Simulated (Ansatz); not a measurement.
# Pt under pressure

Computed with Ansatz, DFT PBE, scalar-relativistic, plane waves, PAW. Plane waves to 420 eV; Γ-centred k mesh 18×18×10; Fermi-Dirac smearing of 0.15 eV. No spin polarisation. Phonons by linear response, acoustic sum rule imposed.

The cell, relaxed at this level:
```
Pt
1.0
     2.77437    0.00000    0.00000
    -1.38718    2.40267    0.00000
     0.00000    0.00000    4.73882
Pt
2
Direct
  0.66667 0.33333 0.75000
  0.33333 0.66667 0.25000
```

In a metal, frequencies and elastic constants depend on the k mesh and the smearing, soft modes and shear constants most. Spin–orbit coupling is left out, which matters for heavy elements.

Question: The cell is relaxed again at 7 and 18 and 35 GPa. How do volume, gap and optical modes at Γ (cm⁻¹, counted from the lowest optical one; a degenerate one stands once) change?

Answer:
```csv
,0 GPa,7 GPa,18 GPa,35 GPa
V/V0,1.000,0.973,0.939,0.897
gap (eV),0.00,0.00,0.00,0.00
mode 1,32,38,45,54
mode 3,167,182,201,225
```

This form isn't the element's structure at ambient conditions.

Cost: 4 runs of about 5.8 core-minutes in all, on Arm Neoverse V1 (shared hosts).